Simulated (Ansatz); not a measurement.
All numbers below come from DFT PBE, scalar-relativistic, plane waves, PAW in Ansatz. All cells share a 420 eV cutoff and Γ-centred k meshes spaced at most about 0.3 Å⁻¹ (about 0.25 or finer for metals, 2π included). No spin polarisation.

These are static total energies at zero pressure.

Two relaxed structures of CdTe₄:

A.

```
CELL_PARAMETERS angstrom
5.55600 0.00000 0.00000
0.00000 5.55600 0.00000
0.00000 0.00000 5.55600
ATOMIC_POSITIONS crystal
Cd 0.00000 0.00000 0.00000
Te 0.50000 0.00000 0.00000
Te 0.00000 0.50000 0.00000
Te 0.00000 0.00000 0.50000
Te 0.50000 0.50000 0.50000
```

B.

```
CELL_PARAMETERS angstrom
5.80339 0.00000 0.00000
0.00000 5.80339 0.00000
0.00000 0.00000 5.80339
ATOMIC_POSITIONS crystal
Cd 0.00000 0.00000 0.00000
Te 0.00000 0.50000 0.50000
Te 0.50000 0.00000 0.50000
Te 0.50000 0.50000 0.00000
Te 0.50000 0.50000 0.50000
```

Task: Which arrangement of the elements on these sites is preferred, and by what margin?

Result: B is lower, by 81 meV/atom. The two share one framework of sites and differ in which element sits where. A has space group Pm-3m (No. 221), 34.3 Å³/atom and no gap on its mesh; B has space group Pm-3m (No. 221), 39.1 Å³/atom and no gap. Counting Te atoms around Cd (those within 1.25 times the shortest such distance or 1.15 times the sum of covalent radii; a plus sign parts nearer from farther groups; the shortest distance is added where it is long for a bond), A has Cd 6 and B has Cd 12+8 from 4.1 Å. B holds Te–Te bonds in all directions (shortest 2.90 Å); in A the shortest Te–Te distance is 3.93 Å. The lower one is the more open, so pressure narrows the difference. Even the lower one lies +0.49 eV/atom against the reference forms of the elements (uncorrected), so neither is stable at this level. Both come from invented guesses. The lowest form computed isn't among them: it has space group P4/mmm (No. 123), 34.0 Å³/atom and lies 0.44 eV/atom below the best shown.

Spin–orbit coupling, which can matter for Te, is left out.
